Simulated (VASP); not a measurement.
# C (a cell with a defect) in VASP: relaxation of the atoms with LDA

Aim: the relaxation of the atoms of C (a cell with a defect) with LDA.

All numbers are computed with VASP 6.6.1; they aren't measurements. Logs are shortened: lines on timing, memory, paths and dates and some standing lists are left out, and cuts for length are marked.

### 1 The structure

The cell holds a defect, 63 atoms: a = 7.070 Å, b = 7.070 Å, c = 7.070 Å, α = 90.00°, β = 90.00°, γ = 90.00°.

The cell was built by a generator and needn't be a form met in nature.

### 2 Relaxation of the atoms, LDA

Contents of INCAR:

```
  PREC = Accurate
  ENCUT = 450
  EDIFF = 1E-7
  ISMEAR = -1
  SIGMA = 0.05
  LREAL = False
  LASPH = True
  NELM = 100
  ALGO = Fast
  ISIF = 2
  LWAVE = False
  LCHARG = False
  GGA = CA
  IBRION = 2
  NSW = 60
  EDIFFG = -0.005
```

Contents of KPOINTS:

```
Automatic mesh
0
Gamma
  2 2 2
```

Contents of POSCAR:

```
C
1.0
    7.0700000000      0.0000000000      0.0000000000
    0.0000000000      7.0700000000      0.0000000000
    0.0000000000      0.0000000000      7.0700000000
C
63
Direct
    0.7500000000      0.2500000000      0.0000000000
    0.7500000000      0.0000000000      0.2500000000
    0.0000000000      0.0000000000      0.0000000000
    0.2500000000      0.2500000000      0.0000000000
    0.5000000000      0.5000000000      0.0000000000
    0.7500000000      0.7500000000      0.0000000000
    0.2500000000      0.0000000000      0.2500000000
    0.5000000000      0.2500000000      0.2500000000
    0.7500000000      0.5000000000      0.2500000000
    0.5000000000      0.0000000000      0.5000000000
    0.7500000000      0.2500000000      0.5000000000
    0.7500000000      0.0000000000      0.7500000000
    0.0000000000      0.5000000000      0.0000000000
    0.2500000000      0.7500000000      0.0000000000
    0.0000000000      0.2500000000      0.2500000000
    0.2500000000      0.5000000000      0.2500000000
    0.5000000000      0.7500000000      0.2500000000
    0.0000000000      0.0000000000      0.5000000000
    0.2500000000      0.2500000000      0.5000000000
    0.5000000000      0.5000000000      0.5000000000
    0.7500000000      0.7500000000      0.5000000000
    0.2500000000      0.0000000000      0.7500000000
    0.5000000000      0.2500000000      0.7500000000
    0.7500000000      0.5000000000      0.7500000000
    0.0000000000      0.7500000000      0.2500000000
    0.0000000000      0.5000000000      0.5000000000
    0.2500000000      0.7500000000      0.5000000000
    0.0000000000      0.2500000000      0.7500000000
    0.2500000000      0.5000000000      0.7500000000
    0.5000000000      0.7500000000      0.7500000000
    0.0000000000      0.7500000000      0.7500000000
    0.6250000000      0.1250000000      0.1250000000
    0.8750000000      0.3750000000      0.1250000000
    0.8750000000      0.1250000000      0.3750000000
    0.1250000000      0.1250000000      0.1250000000
    0.3750000000      0.3750000000      0.1250000000
    0.6250000000      0.6250000000      0.1250000000
    0.8750000000      0.8750000000      0.1250000000
    0.3750000000      0.1250000000      0.3750000000
    0.6250000000      0.3750000000      0.3750000000
    0.8750000000      0.6250000000      0.3750000000
    0.6250000000      0.1250000000      0.6250000000
    0.8750000000      0.3750000000      0.6250000000
    0.8750000000      0.1250000000      0.8750000000
    0.1250000000      0.6250000000      0.1250000000
    0.3750000000      0.8750000000      0.1250000000
    0.1250000000      0.3750000000      0.3750000000
    0.3750000000      0.6250000000      0.3750000000
    0.6250000000      0.8750000000      0.3750000000
    0.1250000000      0.1250000000      0.6250000000
    0.3750000000      0.3750000000      0.6250000000
    0.6250000000      0.6250000000      0.6250000000
    0.8750000000      0.8750000000      0.6250000000
    0.3750000000      0.1250000000      0.8750000000
    0.6250000000      0.3750000000      0.8750000000
    0.8750000000      0.6250000000      0.8750000000
    0.1250000000      0.8750000000      0.3750000000
    0.1250000000      0.6250000000      0.6250000000
    0.3750000000      0.8750000000      0.6250000000
    0.1250000000      0.3750000000      0.8750000000
    0.3750000000      0.6250000000      0.8750000000
    0.6250000000      0.8750000000      0.8750000000
    0.1250000000      0.8750000000      0.8750000000
```

Potentials or basis: VASP PAW LDA potentials, release 64 (C).

On the command line:

```
$ cat potpaw_LDA.64/C/POTCAR > POTCAR
$ mpirun -np 1 vasp_std > vasp.out
```

OUTCAR:

```text
PREC = Accurate
   ENCUT = 450
   EDIFF = 1E-7
   ISMEAR = -1
   LREAL = False
   LASPH = True
   NELM = 100
   ISIF = 2
   GGA = CA
   IBRION = 2
   NSW = 60
   EDIFFG = -0.005

 ion  position               nearest neighbor table
   1  0.750  0.250  0.000-  32 1.53  33 1.53  44 1.53  55 1.53
   2  0.750  0.000  0.250-  32 1.53  34 1.53  38 1.53  49 1.53
   3  0.000  0.000  0.000-  35 1.53  38 1.53  44 1.53  63 1.53
   4  0.250  0.250  0.000-  35 1.53  36 1.53  54 1.53  60 1.53
   5  0.500  0.500  0.000-  36 1.53  37 1.53  55 1.53  61 1.53
   6  0.750  0.750  0.000-  37 1.53  38 1.53  56 1.53  62 1.53
[... 43 lines left out ...]
  50  0.125  0.125  0.625-  18 1.53  19 1.53  22 1.53  28 1.53
  51  0.375  0.375  0.625-  19 1.53  20 1.53  23 1.53  29 1.53
  52  0.625  0.625  0.625-  20 1.53  21 1.53  24 1.53  30 1.53
  53  0.875  0.875  0.625-  12 1.53  18 1.53  21 1.53  31 1.53
  54  0.375  0.125  0.875-   4 1.53  22 1.53  23 1.53
  55  0.625  0.375  0.875-   1 1.53   5 1.53  23 1.53  24 1.53
  56  0.875  0.625  0.875-   6 1.53  13 1.53  24 1.53  31 1.53
  57  0.125  0.875  0.375-   7 1.53  18 1.53  25 1.53  27 1.53
  58  0.125  0.625  0.625-  26 1.53  27 1.53  29 1.53  31 1.53
  59  0.375  0.875  0.625-  10 1.53  22 1.53  27 1.53  30 1.53
  60  0.125  0.375  0.875-   4 1.53  13 1.53  28 1.53  29 1.53
  61  0.375  0.625  0.875-   5 1.53  14 1.53  29 1.53  30 1.53
  62  0.625  0.875  0.875-   6 1.53  12 1.53  30 1.53
  63  0.125  0.875  0.875-   3 1.53  14 1.53  22 1.53  31 1.53

  LATTYP: Found a simple cubic cell.
 ALAT       =     7.0700000000

  Lattice vectors:

 A1 = (   7.0700000000,   0.0000000000,   0.0000000000)
 A2 = (   0.0000000000,   7.0700000000,   0.0000000000)
 A3 = (   0.0000000000,   0.0000000000,   7.0700000000)

Analysis of symmetry for initial positions (statically):
=====================================================================
 Subroutine PRICEL returns:
 Original cell was already a primitive cell.

 Routine SETGRP: Setting up the symmetry group for a
 simple cubic supercell.

 Subroutine GETGRP returns: Found 24 space group operations
 (whereof  8 operations were pure point group operations)
 out of a pool of 48 trial point group operations.

The static configuration has the point symmetry D_2d.
 The point group associated with its full space group is T_d .

Analysis of symmetry for dynamics (positions and initial velocities):
=====================================================================
 Subroutine PRICEL returns:
 Original cell was already a primitive cell.

 Routine SETGRP: Setting up the symmetry group for a
 simple cubic supercell.

 Subroutine GETGRP returns: Found 24 space group operations
 (whereof  8 operations were pure point group operations)
 out of a pool of 48 trial point group operations.

The dynamic configuration has the point symmetry D_2d.
 The point group associated with its full space group is T_d .

 Subroutine INISYM returns: Found 24 space group operations
 (whereof  8 operations are pure point group operations),
 and found     1 'primitive' translations

----------------------------------------------------------------------------------------

                                     Primitive cell

  volume of cell :     353.3932

  direct lattice vectors                    reciprocal lattice vectors
     7.070000000  0.000000000  0.000000000     0.141442716  0.000000000  0.000000000
     0.000000000  7.070000000  0.000000000     0.000000000  0.141442716  0.000000000
     0.000000000  0.000000000  7.070000000     0.000000000  0.000000000  0.141442716

  length of vectors
     7.070000000  7.070000000  7.070000000     0.141442716  0.141442716  0.141442716

  position of ions in fractional coordinates (direct lattice)
     0.750000000  0.250000000  0.000000000
     0.750000000  0.000000000  0.250000000
     0.000000000  0.000000000  0.000000000
     0.250000000  0.250000000  0.000000000
     0.500000000  0.500000000  0.000000000
[... 154 lines left out ...]
  0.500000  0.000000  0.000000      3.000000
  0.500000  0.500000  0.000000      3.000000
  0.500000  0.500000  0.500000      1.000000
   k-points           NKPTS =      4   k-points in BZ     NKDIM =      4   number of bands    NBANDS=    158
   number of dos      NEDOS =    301   number of ions     NIONS =     63
   total plane-waves  NPLWV = 125000
   dimension x,y,z NGX =    50 NGY =   50 NGZ =   50
   dimension x,y,z NGXF=   100 NGYF=  100 NGZF=  100
   ions per type =              63
   NGX,Y,Z   is equivalent  to a cutoff of  11.76, 11.76, 11.76 a.u.
   NGXF,Y,Z  is equivalent  to a cutoff of  23.51, 23.51, 23.51 a.u.
 SYSTEM =  unknown system
   PREC   = accura    normal or accurate (medium, high low for compatibility)
   ISTART =      0    job   : 0-new  1-cont  2-samecut
   ICHARG =      2    charge: 1-file 2-atom 10-const
   ISPIN  =      1    spin polarized calculation?
   LNONCOLLINEAR =      F non collinear calculations
   LSORBIT =      F    spin-orbit coupling
   LASPH  =      T    aspherical Exc in radial PAW
   ENCUT  =  450.0 eV  33.07 Ry    5.75 a.u.  12.23 12.23 12.23*2*pi/ulx,y,z
   NELM   =    100;   NELMIN=  2; NELMDL= -5     # of ELM steps
   EDIFF  = 0.1E-06   stopping-criterion for ELM
   LREAL  =      F    real-space projection
   EDIFFG = -.5E-02   stopping-criterion for IOM
   NSW    =     60    number of steps for IOM
   IBRION =      2    ionic relax: 0-MD 1-quasi-New 2-CG
   NFREE  =      1    steps in history (QN), initial steepest desc. (CG)
   ISIF   =      2    stress and relaxation
   ISYM   =      2    0-nonsym 1-usesym 2-fastsym
   POTIM  = 0.5000    time-step for ionic-motion
   TEBEG  =    0.0;   TEEND  =   0.0 temperature during run
   PSTRESS=    0.0 pullay stress
   NELECT =     252.0000    total number of electrons
   NUPDOWN=      -1.0000    fix difference up-down
   EMIN   =  10.00;   EMAX   =-10.00  energy-range for DOS
   EFERMI =   0.00;   METHOD = LEGACY
   ISMEAR =    -1;   SIGMA  =   0.05  broadening in eV -4-tet -1-fermi 0-gaus
   EFERMI_NEDOS =   21; number of points for ismear=-14 and -15
   IALGO  =     68    algorithm
   IMIX   =      4    mixing-type and parameters
     AMIX     =   0.40;   BMIX     =  1.00
     AMIX_MAG =   1.60;   BMIX_MAG =  1.00
  volume/ion in A,a.u.               =       5.61        37.85
  Fermi-wavevector in a.u.,A,eV,Ry     =   1.462589  2.763892 29.105123  2.139166
  Thomas-Fermi vector in A             =   2.578784
   LORBIT       =      0    0 simple, 1 ext, 2 COOP (PROOUT), +10 PAW based schemes
   GGA     = CA    functional components
   LHFCALC =     F    Hartree Fock is set to
   AEXX    =    0.0000 exact exchange contribution
   IVDW    =     0    specifies the selected vdW correction
   LEPSILON=     F    determine dielectric tensor
   LRPA    =     F    only Hartree local field effects (RPA)
 conjugate gradient relaxation of ions
 non-spin polarized calculation
 RMM-DIIS sequential band-by-band and
  energy-cutoff  :      450.00
  volume of cell :      353.39
 maximum number of plane-waves:      7692
 NGX is ok and might be reduce to    50
   NGX = 25   NGY = 25   NGZ = 25

--------------------------------------- Ionic step        1  -------------------------------------------

 number of electron     252.0000000 magnetization

 Free energy of the ion-electron system (eV)
  ---------------------------------------------------
  ext. energy  EPLUGINS =         0.00000000
  ---------------------------------------------------
  free energy    TOTEN  =      -630.17615707 eV

  energy without entropy =     -630.10462551  energy(sigma->0) =     -630.14039129

------------------------ aborting loop because EDIFF is reached ----------------------------------------

  FORCE on cell =-STRESS in cart. coord.  units (eV):
  Direction    XX          YY          ZZ          XY          YZ          ZX
  --------------------------------------------------------------------------------------
  -------------------------------------------------------------------------------------
  Total       -3.9200262     -3.9200262     -3.9200262      0.0000000     -0.0000000      0.0000000
  in kB      -17.7722048    -17.7722048    -17.7722048      0.0000000     -0.0000000      0.0000000
  external PRESSURE =     -17.7722048 kB  Pullay stress =       0.0000000 kB
[... 272 lines left out ...]
  FREE ENERGIE OF THE ION-ELECTRON SYSTEM (eV)
  ---------------------------------------------------
  free  energy   TOTEN  =      -630.7666830306 eV

  energy  without entropy=     -630.7045989822  energy(sigma->0) =     -630.73564101

[... ionic steps 4 to 10 ...]

--------------------------------------- Ionic step       11  -------------------------------------------

 number of electron     252.0000002 magnetization

------------------------ aborting loop because EDIFF is reached ----------------------------------------
[... 189 lines left out ...]
--------------------------------------- Ionic step       13  -------------------------------------------

 number of electron     252.0000002 magnetization

 Free energy of the ion-electron system (eV)
  ---------------------------------------------------
  ext. energy  EPLUGINS =         0.00000000
  ---------------------------------------------------
  free energy    TOTEN  =      -630.92706679 eV

  energy without entropy =     -630.86264993  energy(sigma->0) =     -630.89485836

 E-fermi :  11.3917     XC(G=0): -13.5402

 val. band max:       11.1211027946   @ k =   0.5000   0.0000   0.0000
 cond. band min:      11.4399938676   @ k =   0.5000   0.0000   0.0000
 fundamental gap:      0.3188910731
 Fermi energy:        11.3917442602

 k-point     1 :       0.0000    0.0000    0.0000
  band No.  band energies     occupation
      1     -11.7665      2.00000
      2      -9.5250      2.00000
      3      -9.5250      2.00000
      4      -9.5031      2.00000
      5      -9.5031      2.00000
      6      -9.5031      2.00000
[... 553 lines left out ...]
    137      15.9400      0.00000
    138      15.9400      0.00000
 [bands above 138 left out]

------------------------ aborting loop because EDIFF is reached ----------------------------------------

  FORCE on cell =-STRESS in cart. coord.  units (eV):
  Direction    XX          YY          ZZ          XY          YZ          ZX
  --------------------------------------------------------------------------------------
  -------------------------------------------------------------------------------------
  Total        0.3448140      0.3448140      0.3448140      0.0000000      0.0000000      0.0000000
  in kB        1.5632817      1.5632817      1.5632817      0.0000000      0.0000000      0.0000000
  external PRESSURE =       1.5632817 kB  Pullay stress =       0.0000000 kB
[... 78 lines left out ...]
  FREE ENERGIE OF THE ION-ELECTRON SYSTEM (eV)
  ---------------------------------------------------
  free  energy   TOTEN  =      -630.9270667921 eV

  energy  without entropy=     -630.8626499293  energy(sigma->0) =     -630.89485836

 reached required accuracy - stopping structural energy minimisation
```

Wall time 74 min (1 thread of Intel Xeon Platinum 8175M at 2.50GHz (Skylake/Cascade Lake), shared host); peak memory 0.34 GiB.

What came out:

* Free energy: -630.9271 eV
* Energy gained by relaxing: 11.9 meV/atom
* Ionic steps: 13
* Band gap on the k mesh: none (metal or under the smearing width)

Forces on the atoms (eV/Å):
```
C    0.000  0.000  0.000
C    0.000  0.000  0.000
C    0.000  0.000  0.000
C    0.000  0.000  0.000
C    0.000  0.000  0.000
C    0.000  0.000  0.000
C    0.000  0.000  0.000
C    0.000  0.000  0.000
C    0.000  0.000  0.000
C    0.000  0.000  0.000
C    0.000  0.000  0.000
C    0.000  0.000  0.000
C    0.000  0.000  0.000
C    0.000  0.000  0.000
C    0.000  0.000  0.000
C    0.000  0.000  0.000
C    0.000  0.000  0.000
C    0.000  0.000  0.000
C    0.000  0.000  0.000
C    0.000  0.000  0.000
C    0.000  0.000  0.000
C    0.000  0.000  0.000
C    0.000  0.000  0.000
C    0.000  0.000  0.000
C    0.000  0.000  0.000
C    0.000  0.000  0.000
C    0.000  0.000  0.000
C    0.000  0.000  0.000
C    0.000  0.000  0.000
C    0.000  0.000  0.000
C    0.000  0.000  0.000
C    0.001  0.001  0.001
C    0.001  0.001 -0.002
C    0.001 -0.002  0.001
C    0.000  0.001  0.001
C   -0.001  0.000  0.001
C    0.001  0.000  0.001
C    0.000 -0.001  0.001
C   -0.001  0.001  0.000
C   -0.002  0.001  0.001
C    0.000  0.000  0.000
C    0.001  0.001  0.000
C    0.000  0.000  0.000
C    0.000  0.001 -0.001
C   -0.001 -0.001 -0.002
C   -0.001 -0.001  0.001
C    0.000  0.000  0.000
C    0.002 -0.001  0.001
C    0.001 -0.001  0.000
C   -0.001 -0.002 -0.001
C    0.002  0.001 -0.001
C   -0.002 -0.001 -0.001
C    0.001  0.002 -0.001
C   -0.001  0.001 -0.001
C    0.001  0.000 -0.001
C    0.001 -0.001  0.002
C   -0.001  0.002  0.001
C    0.000  0.000  0.000
C   -0.001 -0.001  0.000
C   -0.001  0.001  0.002
C   -0.001  0.000 -0.001
C    0.001 -0.001 -0.001
C    0.000 -0.001 -0.001
```

The path:
```tsv
step	energy change (eV)	largest force (eV/Å)	pressure (GPa)
1	0.0000	2.5895	-1.78
2	0.1032	2.2465	0.86
3	-0.5905	0.8600	-0.83
4	-0.7033	0.4147	0.23
5	-0.7211	0.2310	-0.08
6	-0.7347	0.3439	0.22
7	-0.7464	0.1701	0.09
8	-0.7494	0.1536	0.17
9	-0.7506	0.0401	0.14
10	-0.7508	0.0186	0.16
11	-0.7509	0.0148	0.15
12	-0.7509	0.0105	0.16
13	-0.7509	0.0022	0.16
```

Final structure:
```xyz
63
Lattice="7.0700 0.0000 0.0000 0.0000 7.0700 0.0000 0.0000 0.0000 7.0700" Properties=species:S:1:pos:R:3 pbc="T T T"
C     5.2899    1.7549    0.0008
C     5.2899    0.0008    1.7549
C     0.0000    0.0000    0.0000
C     1.7801    1.7549    7.0692
C     3.5350    3.5350    0.0000
C     5.2899    5.3151    7.0692
C     1.7801    7.0692    1.7549
C     3.5358    1.7549    1.7549
C     5.3005    3.5372    1.7655
C     3.5350    0.0000    3.5350
C     5.3005    1.7655    3.5372
C     5.2899    7.0692    5.3151
C     0.0000    3.5350    0.0000
C     1.7801    5.3151    0.0008
C     0.0022    1.7655    1.7655
C     1.7695    3.5328    1.7655
C     3.5342    5.3151    1.7549
C     0.0000    0.0000    3.5350
C     1.7695    1.7655    3.5328
C     3.5350    3.5350    3.5350
C     5.3005    5.3045    3.5328
C     1.7801    0.0008    5.3151
C     3.5342    1.7549    5.3151
C     5.3005    3.5328    5.3045
C     7.0678    5.3045    1.7655
C     0.0000    3.5350    3.5350
C     1.7695    5.3045    3.5372
C     7.0678    1.7655    5.3045
C     1.7695    3.5372    5.3045
C     3.5358    5.3151    5.3151
C     0.0022    5.3045    5.3045
C     4.4842    0.9492    0.9492
C     6.1919    2.6569    0.8869
C     6.1919    0.8869    2.6569
C     0.8872    0.8800    0.8800
C     2.6550    2.6478    0.8800
C     4.4150    4.4222    0.8800
C     6.1828    6.1900    0.8800
C     2.6550    0.8800    2.6478
C     4.4219    2.6569    2.6569
C     6.1852    4.4198    2.6502
C     4.4150    0.8800    4.4222
C     6.1852    2.6502    4.4198
C     6.1828    0.8800    6.1900
C     0.8781    4.4131    0.8869
C     2.5858    6.1208    0.9492
C     0.8848    2.6502    2.6502
C     2.6481    4.4131    2.6569
C     4.4150    6.1900    2.6478
C     0.8781    0.8869    4.4131
C     2.6481    2.6569    4.4131
C     4.4219    4.4131    4.4131
C     6.1919    6.1831    4.4131
C     2.5858    0.9492    6.1208
C     4.4150    2.6478    6.1900
C     6.1919    4.4131    6.1831
C     0.8781    6.1831    2.6569
C     0.8848    4.4198    4.4198
C     2.6550    6.1900    4.4222
C     0.8781    2.6569    6.1831
C     2.6550    4.4222    6.1900
C     4.4842    6.1208    6.1208
C     0.8872    6.1900    6.1900
```

Levels at points of the mesh, in eV from the Fermi level:
```csv
k point,band 122,band 123,band 124,band 125,band 126,band 127,band 128,band 129
"(0.00, 0.00, 0.00)",-3.47,-2.13,-2.13,-2.13,0.31,0.31,0.31,2.97
"(0.50, 0.00, 0.00)",-3.39,-3.39,-3.39,-2.37,-0.27,0.05,0.05,2.77
"(0.50, 0.50, 0.00)",-3.07,-2.85,-2.41,-2.34,-0.44,0.16,0.16,4.14
"(0.50, 0.50, 0.50)",-3.33,-3.33,-3.31,-3.31,0.16,0.16,0.16,4.45
```

Caveat: the k mesh is coarse (spacing up to 0.44 Å⁻¹), so the values aren't converged; the cutoff is under 1.25 times the usual one of these potentials, so pressure, stress and relaxed cells hold a basis-set (Pulay) error.
